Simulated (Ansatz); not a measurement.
MgTe: frozen-core PAW against all-electron methods

```
Mg Te
1.0
     4.63080    0.00000    0.00000
    -2.31540    4.01039    0.00000
     0.00000    0.00000    7.39500
Mg Te
2 2
Cartesian
  0.0000 2.6736 0.0000
  2.3154 1.3368 3.6975
  0.0000 2.6736 2.7361
  2.3154 1.3368 6.4336
```

Atoms are numbered in the order listed.

The cell is COD entry 1538744, as deposited and not checked against the literature; nothing was relaxed. The listed cell was then made from it by scaling, straining or moving an atom.

Spin–orbit coupling is left out, though it moves levels of the heavy atoms by tenths of an eV or more.

Methods: DFT, PBE, PAW with Ansatz's default frozen-core files, scalar-relativistic (Ansatz 0.2.0); DFT, PBE, all-electron LAPW, scalar-relativistic (Ansatz 0.2.0).

For PAW: a Γ-centred 9×9×5 k mesh, Fermi–Dirac smearing of 0.03 eV, cutoff 420 eV, no spin polarisation. LAPW targets a basis error of 0.5 meV/atom. The Ansatz runs share mesh, smearing and spin set-up. Plane-wave (PAW) pressures include the program's estimate of the Pulay term.

Stress and pressure are positive in compression.

The change that made this cell: equal xx and yy strain of +2 %.

PAW results:

| quantity | PAW |
| --- | --- |
| pressure (GPa) | 0.25 |
| stress xx (GPa) | -0.52 |
| stress zz (GPa) | 1.79 |
| force on Mg1, z (eV/Å) | -0.333 |
| force on Te3, z (eV/Å) | 0.333 |
| band gap (eV) | 2.390 |

Question: What does LAPW (all electrons) give for the same quantities?

Answer: 
```csv
quantity,LAPW
pressure (GPa),0.26
stress xx (GPa),-0.51
stress zz (GPa),1.80
"force on Mg1, z (eV/Å)",-0.333
"force on Te3, z (eV/Å)",0.333
band gap (eV),2.385
```
